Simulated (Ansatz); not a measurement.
# Ge: do energies and stresses tell the same story?

Theory: DFT PBEsol, scalar-relativistic, plane waves, PAW in Ansatz 0.2.0.

Settings: cutoff 420 eV, Γ-centred mesh 12×12×6 on the computed 4-atom cell, Gaussian smearing of 0.10 eV; no spin polarisation.

Relaxed cell: P6_3/mmc, a = 3.997 Å, b = 3.997 Å, c = 6.596 Å, α = 90.00°, β = 90.00°, γ = 120.00°, 4 atoms in the primitive cell. This form isn't the element's structure at ambient conditions.

Energies at zero smearing and pressures from the stress tensor, at volumes with shape and atoms relaxed:
```json
{"V (Å³/atom)": "20.078", "E − E(first) (meV/atom)": "0.00", "P (GPa)": "11.67"}
{"V (Å³/atom)": "20.762", "E − E(first) (meV/atom)": "-41.71", "P (GPa)": "7.96"}
{"V (Å³/atom)": "21.447", "E − E(first) (meV/atom)": "-68.82", "P (GPa)": "4.82"}
{"V (Å³/atom)": "22.131", "E − E(first) (meV/atom)": "-83.65", "P (GPa)": "2.19"}
{"V (Å³/atom)": "22.816", "E − E(first) (meV/atom)": "-88.15", "P (GPa)": "0.00"}
{"V (Å³/atom)": "23.500", "E − E(first) (meV/atom)": "-84.04", "P (GPa)": "-1.87"}
{"V (Å³/atom)": "24.185", "E − E(first) (meV/atom)": "-72.59", "P (GPa)": "-3.44"}
{"V (Å³/atom)": "25.097", "E − E(first) (meV/atom)": "-47.91", "P (GPa)": "-5.15"}
```

Check P = −dE/dV between neighbouring volumes, and get the bulk modulus from the pressures alone.

With 1 eV/Å³ = 160.2 GPa:
| middle V (Å³/atom) | −ΔE/ΔV (GPa) | mean P (GPa) |
| --- | --- | --- |
| 20.420 | 9.763 | 9.815 |
| 21.105 | 6.346 | 6.390 |
| 21.789 | 3.470 | 3.508 |
| 22.474 | 1.054 | 1.094 |
| 23.158 | -0.961 | -0.934 |
| 23.843 | -2.680 | -2.653 |
| 24.641 | -4.333 | -4.296 |

The two differ by 0.05 GPa at most. The mean of two end pressures misses the average over a step by about ΔV² P″/12, up to 0.06 GPa here; with that taken off 0.01 GPa remains. Around V = 22.816 Å³/atom, the two neighbours give B = −V ΔP/ΔV = 22.816 × 4.06 / 1.369 = 67.6 GPa, against B0 = 67.6 GPa from the Birch–Murnaghan fit of the energies.